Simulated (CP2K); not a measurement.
Crystal: Mo.

```
CELL_PARAMETERS angstrom
2.74324 0.00000 0.00000
-0.91441 2.58635 0.00000
-0.91441 -1.29317 2.23984
ATOMIC_POSITIONS crystal
Mo 0.00000 0.00000 0.00000
```

Program: CP2K 2026.2. Alike in all runs: task atomic charges; level PBE; no spin polarisation; cell as given; k mesh 12 × 12 × 12; smearing fermi-dirac 0.05 eV. Hardware: 1 thread of Arm Neoverse V2, on a shared host.

Problem. Order these runs on this cell by their wall time, lowest first.
A. potentials or basis GTH_POTENTIALS Mo GTH-PBE-q14; SZV-MOLOPT-SR-GTH basis; basis sets Mo SZV-MOLOPT-SR-GTH-q14; potentials Mo GTH-PBE-q14 of GTH_POTENTIALS; ADDED_MOS [3]
B. potentials or basis GTH_POTENTIALS Mo GTH-PBE-q14; DZVP-MOLOPT-SR-GTH basis; basis sets Mo DZVP-MOLOPT-SR-GTH-q14; potentials Mo GTH-PBE-q14 of GTH_POTENTIALS; ADDED_MOS [11]
C. potentials or basis POTENTIAL_UZH Mo GTH-PBE-q14; DZVP-MOLOPT-PBE-GTH basis; basis sets Mo DZVP-MOLOPT-PBE-GTH-q14; potentials Mo GTH-PBE-q14 of POTENTIAL_UZH; ADDED_MOS [11]

Solution. A (24 s), C (60 s), B (120 s).
